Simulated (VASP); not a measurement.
SnTe:

```
Te Sn
1.0
     0.00000    3.15085    3.15085
     3.15085    0.00000    3.15085
     3.15085    3.15085    0.00000
Te Sn
1 1
Direct
  0.50000 0.50000 0.50000
  0.00000 0.00000 0.00000
```

| Item | Value |
| --- | --- |
| Program | VASP 6.6.1 |
| Task | relaxation of cell and atoms |
| Functional | PBE |
| Potentials or basis | VASP PAW PBE potentials, release 54 (Te, Sn) |
| Cutoff | 580 eV |
| k mesh | 7 × 7 × 7 |
| Occupations | fermi-dirac, width 0.05 eV |
| Spin | no spin polarisation |

At the start: pressure 2.1 GPa; volume 31.28 Å³/atom.

**Question.** How do energy, volume and symmetry change on relaxing?

**Answer.** Over 3 steps the energy falls by 9.6 meV/atom and the volume is 32.78 Å³/atom (+4.8 %); space group Fm-3m (No. 225, to 0.05 Å).

The path:
```
step  energy change (eV)  largest force (eV/Å)  pressure (GPa)  volume (Å³)
   1              0.0000                0.0000            2.14        62.56
   2             -0.0179                0.0000           -0.50        66.42
   3             -0.0192                0.0000            0.01        65.57
```

Final structure:
```
Te Sn
1.0
     0.00000    3.20053    3.20053
     3.20053    0.00000    3.20053
     3.20053    3.20053    0.00000
Te Sn
1 1
Direct
  0.50000 0.50000 0.50000
  0.00000 0.00000 0.00000
```
